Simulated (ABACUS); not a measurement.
The system is BaS.

```
Ba S
1.0
     0.00000    3.19375    3.19375
     3.19375    0.00000    3.19375
     3.19375    3.19375    0.00000
Ba S
1 1
Direct
  0.00000 0.00000 0.00000
  0.50000 0.50000 0.50000
```

| Item | Value |
| --- | --- |
| Program | ABACUS 3.10.1 |
| Task | single point |
| Functional | PBE |
| Potentials or basis | PseudoDojo NC SR 0.4.1 PBE standard |
| Cutoff | 1361 eV |
| Density cutoff | 5442 eV |
| Basis | DZP LCAO (the cutoffs set its grid) |
| k mesh | 7 × 7 × 7 |
| Occupations | fermi-dirac, width 0.05 eV |
| Spin | no spin polarisation |

On this cell: pressure 2.1 GPa; largest force zero by symmetry; band gap on the k mesh 2.10 eV, indirect (least direct gap 2.26 eV).

The same run follows on a disturbed copy (atoms moved at random, drawn with an rms of 0.05 Å):

```xyz
2
Lattice="0.0000 3.1938 3.1938 3.1938 0.0000 3.1938 3.1938 3.1938 0.0000" Properties=species:S:1:pos:R:3 pbc="T T T"
Ba    0.0507    0.0179    0.0272
S     3.1873    3.2046    3.1984
```

Task: What changes?

Result: The energy moves by +2.3 meV/atom; pressure 2.1 GPa; largest force 0.151 eV/Å; band gap on the k mesh 2.11 eV, indirect (least direct gap 2.26 eV).

Forces on the atoms (eV/Å):
```
Ba  -0.139 -0.017 -0.054
S    0.139  0.017  0.054
```

Stress tensor (GPa, compression positive):
```
 2.22  0.00 -0.01
 0.00  2.06  0.00
-0.01  0.00  2.08
```

Caveats: the atomic orbitals were generated for these runs and aren't a published set; this release of the barium file is off; spin-orbit coupling is left out, which moves the levels of the heavy elements; an odd mesh through Γ misses points on the zone boundary, where band edges often lie; the basis of atomic orbitals isn't converged, which shifts pressures, moduli and gaps.
